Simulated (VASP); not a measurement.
# CdS (F-43m) in VASP: a series of runs

Runs on CdS. Level: PBE. Tasks: single point.

Everything below comes from runs of VASP 6.6.1. Logs are shortened: lines on timing, memory, paths and dates and some standing lists are left out, and cuts for length are marked.

### 1 Starting point

Symmetry: F-43m, No. 216, cubic system. Conventional cell: a = 5.833 Å, b = 5.833 Å, c = 5.833 Å, α = 90.00°, β = 90.00°, γ = 90.00°. Around Cd (site symmetry -43m) lie 4 S at 2.53 Å. S (site symmetry -43m) has 4 Cd at 2.53 Å as nearest neighbours.

### 2 Single point, PBE

File INCAR:

```
SYSTEM = CdS
PREC     = Accurate       ! precision mode
ENCUT    = 520            ! plane-wave cutoff, eV
EDIFF    = 1E-7           ! SCF threshold, eV
ISMEAR   = 0              ! smearing method
SIGMA    = 0.02           ! smearing width, eV
LREAL    = .FALSE.        ! projectors in reciprocal space
LASPH    = .TRUE.         ! aspherical terms in the spheres
NELM     = 60             ! most SCF steps
ALGO     = Fast           ! electronic algorithm
ISIF     = 2              ! what is computed and relaxed
LWAVE    = .FALSE.        ! write WAVECAR
LCHARG   = .FALSE.        ! write CHGCAR
GGA      = PE             ! functional
NBANDS   = 16             ! bands
```

File KPOINTS:

```
Automatic mesh
0
G
  4 4 4
  0 0 0
```

File POSCAR:

```
CdS
1.0
    0.0000000000      2.9165000000      2.9165000000
    2.9165000000      0.0000000000      2.9165000000
    2.9165000000      2.9165000000      0.0000000000
Cd S
1 1
Direct
    0.0000000000      0.0000000000      0.0000000000
    0.2500000000      0.2500000000      0.2500000000
```

Potentials or basis: VASP PAW PBE potentials, release 64 (Cd, S).

Run with:

```bash
cat potpaw_PBE.64/Cd/POTCAR potpaw_PBE.64/S/POTCAR > POTCAR
mpirun -np 1 vasp_std > vasp.out
```

OUTCAR:

```text
SYSTEM = CdS
   PREC = Accurate
   ENCUT = 520
   EDIFF = 1E-7
   ISMEAR = 0
   LREAL = .FALSE.
   LASPH = .TRUE.
   NELM = 60
   ISIF = 2
   GGA = PE

 ion  position               nearest neighbor table
   1  0.000  0.000  0.000-   2 2.53   2 2.53   2 2.53   2 2.53
   2  0.250  0.250  0.250-   1 2.53   1 2.53   1 2.53   1 2.53

  LATTYP: Found a face centered cubic cell.
 ALAT       =     5.8330000000

  Lattice vectors:

 A1 = (   0.0000000000,   2.9165000000,   2.9165000000)
 A2 = (   2.9165000000,   0.0000000000,   2.9165000000)
 A3 = (   2.9165000000,   2.9165000000,   0.0000000000)

Analysis of symmetry for initial positions (statically):
=====================================================================
 Subroutine PRICEL returns:
 Original cell was already a primitive cell.

 Routine SETGRP: Setting up the symmetry group for a
 face centered cubic supercell.

 Subroutine GETGRP returns: Found 24 space group operations
 (whereof 24 operations were pure point group operations)
 out of a pool of 48 trial point group operations.

The static configuration has the point symmetry T_d .

Analysis of symmetry for dynamics (positions and initial velocities):
=====================================================================
 Subroutine PRICEL returns:
 Original cell was already a primitive cell.

 Routine SETGRP: Setting up the symmetry group for a
 face centered cubic supercell.

 Subroutine GETGRP returns: Found 24 space group operations
 (whereof 24 operations were pure point group operations)
 out of a pool of 48 trial point group operations.

The dynamic configuration has the point symmetry T_d .

 Subroutine INISYM returns: Found 24 space group operations
 (whereof 24 operations are pure point group operations),
 and found     1 'primitive' translations

----------------------------------------------------------------------------------------

                                     Primitive cell

  volume of cell :      49.6153

  direct lattice vectors                    reciprocal lattice vectors
     0.000000000  2.916500000  2.916500000    -0.171438368  0.171438368  0.171438368
     2.916500000  0.000000000  2.916500000     0.171438368 -0.171438368  0.171438368
     2.916500000  2.916500000  0.000000000     0.171438368  0.171438368 -0.171438368

  length of vectors
     4.124553855  4.124553855  4.124553855     0.296939964  0.296939964  0.296939964

  position of ions in fractional coordinates (direct lattice)
     0.000000000  0.000000000  0.000000000
     0.250000000  0.250000000  0.250000000

  ion indices of the primitive-cell ions
   primitive index   ion index
                 1           1
                 2           2

----------------------------------------------------------------------------------------

 KPOINTS: Automatic mesh

Automatic generation of k-mesh.
 Grid dimensions read from file:
 generate k-points for:    4    4    4

 Generating k-lattice:

  Cartesian coordinates                     Fractional coordinates (reciprocal lattice)
    -0.042859592  0.042859592  0.042859592     0.250000000  0.000000000  0.000000000
     0.042859592 -0.042859592  0.042859592     0.000000000  0.250000000  0.000000000
     0.042859592  0.042859592 -0.042859592     0.000000000  0.000000000  0.250000000

  Length of vectors
     0.074234991  0.074234991  0.074234991

  Shift w.r.t. Gamma in fractional coordinates (k-lattice)
     0.000000000  0.000000000  0.000000000

 Subroutine IBZKPT returns following result:
 ===========================================

 Found      8 irreducible k-points:

 Following reciprocal coordinates:
            Coordinates               Weight
  0.000000  0.000000  0.000000      1.000000
  0.250000  0.000000  0.000000      8.000000
  0.500000  0.000000  0.000000      4.000000
  0.250000  0.250000  0.000000      6.000000
  0.500000  0.250000  0.000000     24.000000
 -0.250000  0.250000  0.000000     12.000000
  0.500000  0.500000  0.000000      3.000000
 -0.250000  0.500000  0.250000      6.000000
   k-points           NKPTS =      8   k-points in BZ     NKDIM =      8   number of bands    NBANDS=     16
   number of dos      NEDOS =    301   number of ions     NIONS =      2
   total plane-waves  NPLWV =  32768
   dimension x,y,z NGX =    32 NGY =   32 NGZ =   32
   dimension x,y,z NGXF=    64 NGYF=   64 NGZF=   64
   ions per type =               1   1
   NGX,Y,Z   is equivalent  to a cutoff of  12.90, 12.90, 12.90 a.u.
   NGXF,Y,Z  is equivalent  to a cutoff of  25.80, 25.80, 25.80 a.u.
 SYSTEM =  CdS
   PREC   = accura    normal or accurate (medium, high low for compatibility)
   ISTART =      0    job   : 0-new  1-cont  2-samecut
   ICHARG =      2    charge: 1-file 2-atom 10-const
   ISPIN  =      1    spin polarized calculation?
   LNONCOLLINEAR =      F non collinear calculations
   LSORBIT =      F    spin-orbit coupling
   LASPH  =      T    aspherical Exc in radial PAW
   ENCUT  =  520.0 eV  38.22 Ry    6.18 a.u.   7.67  7.67  7.67*2*pi/ulx,y,z
   NELM   =     60;   NELMIN=  2; NELMDL= -5     # of ELM steps
   EDIFF  = 0.1E-06   stopping-criterion for ELM
   LREAL  =      F    real-space projection
   EDIFFG = 0.1E-05   stopping-criterion for IOM
   NSW    =      0    number of steps for IOM
   IBRION =     -1    ionic relax: 0-MD 1-quasi-New 2-CG
   NFREE  =      0    steps in history (QN), initial steepest desc. (CG)
   ISIF   =      2    stress and relaxation
   ISYM   =      2    0-nonsym 1-usesym 2-fastsym
   POTIM  = 0.5000    time-step for ionic-motion
   TEBEG  =    0.0;   TEEND  =   0.0 temperature during run
   PSTRESS=    0.0 pullay stress
   NELECT =      18.0000    total number of electrons
   NUPDOWN=      -1.0000    fix difference up-down
   EMIN   =  10.00;   EMAX   =-10.00  energy-range for DOS
   EFERMI =   0.00;   METHOD = LEGACY
   ISMEAR =     0;   SIGMA  =   0.02  broadening in eV -4-tet -1-fermi 0-gaus
   EFERMI_NEDOS =   21; number of points for ismear=-14 and -15
   IALGO  =     68    algorithm
   IMIX   =      4    mixing-type and parameters
     AMIX     =   0.40;   BMIX     =  1.00
     AMIX_MAG =   1.60;   BMIX_MAG =  1.00
  volume/ion in A,a.u.               =      24.81       167.41
  Fermi-wavevector in a.u.,A,eV,Ry     =   1.167599  2.206442 18.548649  1.363287
  Thomas-Fermi vector in A             =   2.304097
   LORBIT       =      0    0 simple, 1 ext, 2 COOP (PROOUT), +10 PAW based schemes
   GGA     = PE    functional components
   LHFCALC =     F    Hartree Fock is set to
   AEXX    =    0.0000 exact exchange contribution
   IVDW    =     0    specifies the selected vdW correction
   LEPSILON=     F    determine dielectric tensor
   LRPA    =     F    only Hartree local field effects (RPA)
 non-spin polarized calculation
 RMM-DIIS sequential band-by-band and
 Gauss-broadening in eV      SIGMA  =   0.02
  energy-cutoff  :      520.00
  volume of cell :       49.62
 maximum number of plane-waves:      1363
 NGX is ok and might be reduce to    32
   NGX = 15   NGY = 15   NGZ = 15

 number of electron      18.0000004 magnetization

 Free energy of the ion-electron system (eV)
  ---------------------------------------------------
  ext. energy  EPLUGINS =         0.00000000
  ---------------------------------------------------
  free energy    TOTEN  =        -6.08790843 eV

  energy without entropy =       -6.08790843  energy(sigma->0) =       -6.08790843

 E-fermi :   1.4368     XC(G=0):  -9.1403

 val. band max:        1.3373675965   @ k =   0.0000   0.0000   0.0000
 cond. band min:       2.4759333119   @ k =   0.0000   0.0000   0.0000
 fundamental gap:      1.1385657154
 Fermi energy:         1.4368431511

 k-point     1 :       0.0000    0.0000    0.0000
  band No.  band energies     occupation
      1     -11.0301      2.00000
      2      -6.4119      2.00000
      3      -6.4119      2.00000
      4      -6.4119      2.00000
      5      -5.9345      2.00000
      6      -5.9345      2.00000
[... 8 lines left out ...]
     15      12.8063      0.00000
     16      12.8063      0.00000

 k-point     2 :       0.2500    0.0000    0.0000
  band No.  band energies     occupation
      1     -10.8167      2.00000
      2      -6.3408      2.00000
      3      -6.3408      2.00000
      4      -6.1651      2.00000
      5      -5.9302      2.00000
      6      -5.9302      2.00000
[... 8 lines left out ...]
     15      11.9723      0.00000
     16      12.6611      0.00000

 k-point     3 :       0.5000    0.0000    0.0000
  band No.  band energies     occupation
      1     -10.6038      2.00000
      2      -6.2919      2.00000
      3      -6.2919      2.00000
      4      -5.8965      2.00000
      5      -5.8965      2.00000
      6      -5.5521      2.00000
[... 8 lines left out ...]
     15      13.8780      0.00000
     16      13.8780      0.00000

 k-point     4 :       0.2500    0.2500    0.0000
  band No.  band energies     occupation
      1     -10.7475      2.00000
      2      -6.2528      2.00000
      3      -6.2528      2.00000
      4      -6.2394      2.00000
      5      -5.9505      2.00000
      6      -5.8911      2.00000
[... 8 lines left out ...]
     15      13.1836      0.00000
     16      16.0376      0.00000

 k-point     5 :       0.5000    0.2500    0.0000
  band No.  band energies     occupation
      1     -10.5394      2.00000
      2      -6.2384      2.00000
      3      -6.1750      2.00000
      4      -6.0243      2.00000
      5      -5.8817      2.00000
      6      -5.5187      2.00000
[... 8 lines left out ...]
     15      13.9948      0.00000
     16      14.9526      0.00000

 k-point     6 :      -0.2500    0.2500    0.0000
  band No.  band energies     occupation
      1     -10.6074      2.00000
      2      -6.2602      2.00000
      3      -6.2467      2.00000
      4      -5.9590      2.00000
      5      -5.9458      2.00000
      6      -5.6809      2.00000
[... 8 lines left out ...]
     15      13.6675      0.00000
     16      14.6975      0.00000

 k-point     7 :       0.5000    0.5000    0.0000
  band No.  band energies     occupation
      1     -10.4723      2.00000
      2      -6.1996      2.00000
      3      -6.0635      2.00000
      4      -6.0635      2.00000
      5      -5.8473      2.00000
      6      -5.4868      2.00000
[... 8 lines left out ...]
     15      13.6933      0.00000
     16      14.8290      0.00000

 k-point     8 :      -0.2500    0.5000    0.2500
  band No.  band energies     occupation
      1     -10.4740      2.00000
      2      -6.1805      2.00000
      3      -6.1604      2.00000
      4      -5.9734      2.00000
      5      -5.9269      2.00000
      6      -5.3010      2.00000
[... 8 lines left out ...]
     15      14.5537      0.00000
     16      14.6739      0.00000

------------------------ aborting loop because EDIFF is reached ----------------------------------------

  FORCE on cell =-STRESS in cart. coord.  units (eV):
  Direction    XX          YY          ZZ          XY          YZ          ZX
  --------------------------------------------------------------------------------------
  -------------------------------------------------------------------------------------
  Total        1.0427685      1.0427685      1.0427685      0.0000000      0.0000000     -0.0000000
  in kB       33.6730587     33.6730587     33.6730587      0.0000000      0.0000000     -0.0000000
  external PRESSURE =      33.6730587 kB  Pullay stress =       0.0000000 kB

 VOLUME and BASIS-vectors are now :
 -----------------------------------------------------------------------------
  energy-cutoff  :      520.00
  volume of cell :       49.62
      direct lattice vectors                 reciprocal lattice vectors
     0.000000000  2.916500000  2.916500000    -0.171438368  0.171438368  0.171438368
     2.916500000  0.000000000  2.916500000     0.171438368 -0.171438368  0.171438368
     2.916500000  2.916500000  0.000000000     0.171438368  0.171438368 -0.171438368

 POSITION                                       TOTAL-FORCE (eV/Angst)
 -----------------------------------------------------------------------------------
      0.00000      0.00000      0.00000        -0.000000     -0.000000      0.000000
      1.45825      1.45825      1.45825         0.000000      0.000000     -0.000000
 -----------------------------------------------------------------------------------
    total drift:                               -0.000000     -0.000000     -0.000000

  FREE ENERGIE OF THE ION-ELECTRON SYSTEM (eV)
  ---------------------------------------------------
  free  energy   TOTEN  =        -6.0879084259 eV

  energy  without entropy=       -6.0879084259  energy(sigma->0) =       -6.08790843
```

Wall time 5.2 s (1 thread of Intel Xeon Platinum 8559C (Emerald Rapids), shared host); peak memory 0.16 GiB.

What came out:

```yaml
Free_energy: -6.0879 eV
Pressure: 3.4 GPa
Band_gap_on_the_k_mesh: 1.14 eV, direct
```

Caveat: the k mesh is coarse (spacing up to 0.47 Å⁻¹), so the values aren't converged. Expect the measured gap to be larger: semilocal functionals such as PBE lack the derivative discontinuity.

### 3 Single point, PBE

INCAR is that of step 2.

KPOINTS is that of step 2.

POSCAR is that of step 2.

Potentials or basis: VASP PAW PBE potentials, release 64 (Cd, S).

Run with:

```bash
cat potpaw_PBE.64/Cd/POTCAR potpaw_PBE.64/S/POTCAR > POTCAR
mpirun -np 1 vasp_std > vasp.out
```

Run time: 5.3 s. Hardware: 1 thread of Intel Xeon Platinum 8559C (Emerald Rapids), shared host; peak memory 0.17 GiB.

Results (log left out):

- Free energy: -6.0879 eV
- Pressure: 3.4 GPa
- Band gap on the k mesh: 1.14 eV, direct

Levels at points of the mesh, in eV from the valence-band top:
```tsv
k point	band 7	band 8	band 9	band 10	band 11	band 12
(0.00, 0.00, 0.00)	0.00	0.00	0.00	1.14	6.53	6.53
(0.50, 0.00, 0.00)	-4.41	-0.75	-0.75	3.00	7.00	7.00
(0.50, 0.50, 0.00)	-3.96	-1.88	-1.88	3.54	4.34	9.23
```

Caveat: the k mesh is coarse (spacing up to 0.47 Å⁻¹), so the values aren't converged.

### 4 Single point, PBE

INCAR is that of step 3.

File KPOINTS:

```
Automatic mesh
0
G
  6 6 6
  0 0 0
```

POSCAR is that of step 3.

Run with:

```bash
cat potpaw_PBE.64/Cd/POTCAR potpaw_PBE.64/S/POTCAR > POTCAR
mpirun -np 1 vasp_std > vasp.out
```

Wall time 7.2 s (1 thread of Intel Xeon Platinum 8559C (Emerald Rapids), shared host); peak memory 0.17 GiB.

The run converged. Its results:

```
Free energy            : -6.1191 eV
Pressure               : 3.2 GPa
Band gap on the k mesh : 1.15 eV, direct
```

Levels at points of the mesh, in eV from the valence-band top:
| k point | band 5 | band 6 | band 7 | band 8 | band 9 | band 10 | band 11 | band 12 | band 13 | band 14 |
| --- | --- | --- | --- | --- | --- | --- | --- | --- | --- | --- |
| (0.00, 0.00, 0.00) | -7.25 | -7.25 | 0.00 | 0.00 | 0.00 | 1.15 | 6.55 | 6.55 | 6.55 | 11.44 |
| (0.50, 0.00, 0.00) | -7.21 | -6.87 | -4.40 | -0.75 | -0.75 | 3.01 | 7.01 | 7.01 | 7.48 | 11.09 |
| (0.50, 0.50, 0.00) | -7.16 | -6.81 | -3.95 | -1.88 | -1.88 | 3.55 | 4.35 | 9.23 | 10.78 | 10.78 |

A hybrid or GW would open this gap; PBE tends to underestimate it.

[end of part 1 of 2]
